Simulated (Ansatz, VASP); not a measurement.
# One calculation of AlN, two programs

```
Al N
1.0
     3.37092    0.00000    0.00000
    -1.68546    2.91931    0.00000
     0.00000    0.00000    4.29023
Al N
2 2
Direct
  0.33333 0.66667 0.75000
  0.66667 0.33333 0.25000
  0.33333 0.66667 0.25000
  0.66667 0.33333 0.75000
```

Measurements of this composition are mostly on another form, of space group No. 186.

Alike in both runs: task relaxation of shape and atoms at fixed volume; functional PBE; k mesh 9 × 9 × 6; occupations gaussian, width 0.02 eV; no spin polarisation.

|  | VASP | Ansatz |
| --- | --- | --- |
| version | VASP 6.6.1 | Ansatz 0.2.0 |
| potentials or method | VASP PAW PBE potentials, release 64 (Al, N) | scalar-relativistic, plane waves, PAW |
| plane-wave cutoff (eV) | 600 | 420 |
| valence electrons in the cell | 16 | 16 |

|  | VASP | Ansatz | Ansatz less VASP |
| --- | --- | --- | --- |
| gap on the k mesh at the Fermi level, each at its own relaxed structure (eV) | 2.76 | 2.76 | +0.001 |
| relaxed volume (Å³/atom) | 10.55 | 10.55 | 0.000 |
| relaxed cell length with the largest relative difference (Å) | 4.329 | 4.321 | -0.0076 |

Ansatz warned: «stability_check_not_made».
